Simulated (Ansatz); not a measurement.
CdSe (F-43m) from a database of computed structures: a single-point calculation in Ansatz (Hartree-Fock). The geometry is the r2SCAN minimum.

```yaml
crystal:
  lattice:
    - [0.0, 3.0678017005, 3.0678017005]
    - [3.0678017005, 0.0, 3.0678017005]
    - [3.0678017005, 3.0678017005, 0.0]
  atoms:
    - { symbol: Cd, position: [0.0, 0.0, 0.0] }
    - { symbol: Se, position: [0.75, 0.75, 0.75] }
kpoints:
  mp_grid: { grid: [6, 6, 6] }
  band_path:
    path:
      - [0.0, 0.0, 0.0]
      - [-0.5, -0.5, 0.0]
      - [-0.375, -0.375, 0.25]
      - [-0.375, 0.0, 0.375]
      - [0.0, 0.0, 0.5]
      - [-0.5, -0.25, 0.25]
    npoints: 1
hamiltonian:
  xc: hf
scf:
  occupations: { method: fixed }
  n_extra_bands: 4
output:
  forces: true
  stress: true
  eigenvalues: true
  write_density: true
  write_potential: true
  elf: true
  volumetric_format: npy
```

Some lines of the output have been replaced by numbered gaps.
```
Functional definition: HF
  exchange = exact_x
  correlation = 0
Crystal: 2 atoms, lattice volume = 57.745 Å³
Basis set: ecut = 420 eV, 1139 PW (Γ)
Bands: 22, of which v1, the nominal top of the filled ones, is band 18 counted from 1 (17 counted from 0)
Symmetry: 24 space group operations
Space group: F-43m (ITA 216)
k-points: 16 of 216 (time reversal used)
[warm-up without exact exchange]
SCF 1 stopped early in 4 iterations: F = -13609.514923 eV  dr2 = 2.43e-5
[exact exchange on]
Exchange kernel: α = 1.0000, full range, Wigner–Seitz truncation, v(0) = 18644.7201 eV·Å³, q-mesh 6×6×6
SCF 2 stopped early in 6 iterations: F = -13628.822629 eV  dr2 = 2.79e-4
hybrid outer 1: dexx = +7.307e-1 eV, tail = 1.42e-2 eV
SCF 3 stopped early in 4 iterations: F = -13628.837566 eV  dr2 = 7.62e-7
hybrid outer 2: dexx = +3.632e-4 eV, tail = 1.14e-4 eV, Δε = 5.77e-2 eV
SCF 4 stopped early in 3 iterations: F = -13628.837711 eV  dr2 = 2.74e-7
hybrid outer 3: dexx = +6.679e-6 eV, tail = 1.26e-6 eV, Δε = 1.00e-2 eV
SCF 5 converged in 2 iterations: F = -13628.837712 eV  dr2 = 6.73e-9
hybrid outer 4: dexx = +4.302e-8 eV, tail = 2.29e-8 eV, Δε = 1.64e-3 eV
Free energy (F): -13628.837712 eV
[1]
--- Stress (GPa, compression-positive) ---
        4.445346       0.000000       0.000000
        0.000000       4.445346       0.000000
        0.000000       0.000000       4.445346
  P = ⅓ Tr σ = 4.4453 GPa (44.453 kbar)
--- Band table (eV; the first three rows and the last of 16) ---
[2]
```

The rows of the band table are 0: (0, 0, 0) = Γ, 1: (0, 0, 1/6), 2: (0, 0, 1/3), 15: (1/6, -1/2, -1/3).

**Question.** Fill in the blanks. They hold the Fermi energy and the band table.

**Answer.**
```
[1]
Fermi energy:    4.501932 eV
[2]
  k-point 0: bands = […, -8.4460, -8.0699, -8.0699, 4.5019, 4.5019, 4.5019, 12.0056, 17.7246, 17.7246, 17.7246]
  k-point 1: bands = […, -8.3071, -8.0713, -8.0713, 2.7688, 4.2501, 4.2501, 13.2505, 17.4044, 18.1241, 18.1241]
  k-point 2: bands = […, -8.0663, -8.0663, -7.8978, 0.2562, 3.7938, 3.7938, 14.0036, 18.2690, 18.2690, 18.3235]
  k-point 15: bands = […, -8.1350, -8.0511, -7.3393, -0.2681, 1.7876, 1.9594, 15.3671, 16.6048, 19.6390, 19.8874]
```
The trailing digits, and the zero of the energies, depend on the potentials and thresholds.

With Hartree-Fock the gap is 7.50 eV and direct, at Γ. The gap is the least over the mesh and the extra points. At this geometry Hartree-Fock finds +4.4 GPa, compression counted positive: its own equilibrium volume is larger. (The program warns that its thresholds are loose for a hybrid's stress.)

**Question.** What wall time did it need on 1 × NVIDIA H100 80GB HBM3 with 2 threads of AMD EPYC 7R13 Processor (Zen 3) (shared host), load about 2.2 per core, and what peak of host memory did it reach?

**Answer.** About 43 s, with a peak of 2.7 GiB.

The values are computed, spin-unpolarised, and not measurements.

The runs are scalar-relativistic, without spin-orbit coupling.

The meshes of the hybrids are coarse, so their gaps aren't converged to the digits shown.
